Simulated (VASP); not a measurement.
# PbSe (Clausthalite): relaxation of cell and atoms with PBEsol

Crystal: PbSe (Clausthalite).

```
CELL_PARAMETERS angstrom
0.00000 3.06065 3.06065
3.06065 0.00000 3.06065
3.06065 3.06065 0.00000
ATOMIC_POSITIONS crystal
Pb 0.00000 0.00000 0.00000
Se 0.50000 0.50000 0.50000
```

- Program: VASP 6.6.1
- Task: relaxation of cell and atoms
- Functional: PBEsol
- Potentials or basis: VASP PAW PBE potentials, release 64 (Pb_d, Se)
- Cutoff: 600 eV
- k mesh: 8 × 8 × 8
- Occupations: gaussian, width 0.03 eV
- Spin: no spin polarisation
- Further INCAR settings: ALGO = Normal; EDIFF = 1e-06; IBRION = 2; EDIFFG = -0.01; NSW = 90; ISIF = 3

| Property | Result |
| --- | --- |
| Relaxed volume | 28.43 Å³/atom |
| Relaxed cell | a = 4.316 Å, b = 4.316 Å, c = 4.316 Å, α = 60.00°, β = 60.00°, γ = 60.00° |
| Space group after relaxing (to 0.05 Å) | Fm-3m (No. 225) |
| Energy gained by relaxing | 0.3 meV/atom |
| Ionic steps | 3 |
| Pressure after relaxing | 0.0 GPa |
| Band gap on the k mesh | 0.17 eV, direct |

Step by step:
```tsv
step	energy change (eV)	largest force (eV/Å)	pressure (GPa)	volume (Å³)
1	0.0000	0.0000	-0.46	57.34
2	-0.0006	0.0000	0.19	56.66
3	-0.0007	0.0000	0.00	56.86
```

Final structure:
```cif
data_structure
_symmetry_space_group_name_H-M 'P 1'
_symmetry_Int_Tables_number 1
_cell_length_a 4.3162
_cell_length_b 4.3162
_cell_length_c 4.3162
_cell_angle_alpha 60.000
_cell_angle_beta 60.000
_cell_angle_gamma 60.000
_cell_volume 56.86
loop_
_atom_site_label
_atom_site_type_symbol
_atom_site_fract_x
_atom_site_fract_y
_atom_site_fract_z
_atom_site_occupancy
Pb1 Pb 0.00000 0.00000 0.00000 1
Se1 Se 0.50000 0.50000 0.50000 1
```

Levels at points of the mesh, in eV from the valence-band top:
| k point | band 6 | band 7 | band 8 | band 9 | band 10 | band 11 | band 12 | band 13 | band 14 |
| --- | --- | --- | --- | --- | --- | --- | --- | --- | --- |
| (0.00, 0.00, 0.00) | -13.69 | -6.32 | -1.92 | -1.92 | -1.92 | 4.69 | 4.69 | 4.69 | 6.42 |
| (0.50, 0.00, 0.00) | -12.59 | -8.89 | -1.50 | -1.50 | 0.00 | 0.17 | 1.63 | 1.63 | 8.42 |
| (0.50, 0.50, 0.00) | -12.20 | -7.43 | -5.10 | -3.31 | -3.31 | 3.54 | 5.61 | 5.61 | 6.04 |

Run time: 14 s on 4 MPI ranks on AMD EPYC 9R45 96-Core Processor (Zen 5), with other jobs on the host, peak memory 0.2 GiB a rank.

Caveat: the PAW data sets were made with another functional, which shifts forces and pressure a little; spin-orbit coupling is left out, which as a rule narrows the gap of such compounds by several tenths of an eV. A k mesh can miss the band edges.
